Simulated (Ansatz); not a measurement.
# BeSe: how the settings move a single-point run

Question: which choices in the input matter for BeSe?

Program: Ansatz 0.2.0. Level of theory: reference: DFT, PBEsol, all-electron LAPW, Dirac equation with spin-orbit coupling; levels and slopes on a fine mesh. These are calculated values, not measurements.

### Step 1. Starting point

Symmetry: F-43m, No. 216, cubic system. Conventional cell: a = 5.128 Å, b = 5.128 Å, c = 5.128 Å, α = 90.00°, β = 90.00°, γ = 90.00°. Around Be (site symmetry -43m) lie 4 Se at 2.22 Å. Se (site symmetry -43m) has 4 Be at 2.22 Å as nearest neighbours.

Coordinates:

```xyz
2
Lattice="0.0000 2.5641 2.5641 2.5641 0.0000 2.5641 2.5641 2.5641 0.0000" Properties=species:S:1:pos:R:3 pbc="T T T"
Be    0.0000    0.0000    0.0000
Se    3.8461    3.8461    3.8461
```

### Step 2. The reference run

Input file input.yaml:

```yaml
crystal:
  lattice:
    - [0.0, 2.56405365555, 2.56405365555]
    - [2.56405365555, 0.0, 2.56405365555]
    - [2.56405365555, 2.56405365555, 0.0]
  atoms:
    - { symbol: Be, position: [0.0, 0.0, 0.0] }
    - { symbol: Se, position: [0.75, 0.75, 0.75] }
kpoints:
  mp_grid: { grid: [8, 8, 8] }
scf:
  occupations: { method: fixed }
hamiltonian:
  xc: pbesol
  pseudopotentials: { kind: all_electron, lapw: { basis_error: 0.001 } }
magnetization:
  noncollinear: true
  spin_orbit: true
output:
  forces: true
  stress: true
  eigenvalues: true
  eigenstates:
    nscf_kmesh: { grid: [10, 10, 10] }
    de_dk: true
    e_range: [-9, 12.46517804105]
checkpoint:
  write: ck
  write_wavefunctions: false
```

Run with:

```console
$ ansatz run input.yaml --threads 1 --pin off --max-ram 3072MiB --backend cpu --events-out ev --progress --plain --runs-dir out
```

### Step 3. Variant: occupations.method cold, occupations.width 0.3, dr2_threshold 1.0e-11, xc revpbe

Changes to input.yaml since step 2:

```diff
@@ -11,5 +11,6 @@
 scf:
-  occupations: { method: fixed }
+  occupations: { method: cold, width: 0.3 }
+  convergence: { dr2_threshold: 1.0e-11 }
 hamiltonian:
-  xc: pbesol
+  xc: revpbe
   pseudopotentials: { kind: all_electron, lapw: { basis_error: 0.001 } }
```

What does the calculation give? Wanted: for each run, ending; energy change; pressure; gap; force.

As calculated:

```
                                                                                run     ending   energy change  pressure (GPa)  gap (eV)  force (eV/Å)  cycles  time
                                                                          reference  converged               -             0.0      2.32          0.00       -  69 s
1: occupations.method cold, occupations.width 0.3, dr2_threshold 1.0e-11, xc revpbe  converged  not comparable             3.9      2.55          0.00       9  68 s
```

Residual by cycle in the longest SCF loop of each run; runs are numbered as in the table. The quantity is the density residual dr2, in eV.

```
cycle  reference    run 1
    1       0.41    0.415
    2      0.166    0.175
    3     6.5e-4  0.00119
    4     3.9e-5   2.3e-5
    5     3.0e-6   1.2e-6
    6     1.1e-7   1.6e-7
    7     3.2e-9   1.4e-8
    8    3.7e-11  2.4e-10
    9    1.7e-13  8.4e-13
```

After a change of functional the difference of the totals has no physical meaning; the pressure goes from 0.0 to 3.9 GPa and the gap on the mesh goes from 2.32 to 2.55 eV. The smearing changed too.

The gaps are Kohn-Sham values of a semilocal functional, not quasiparticle or optical gaps. Such gaps usually fall short of the measured ones.
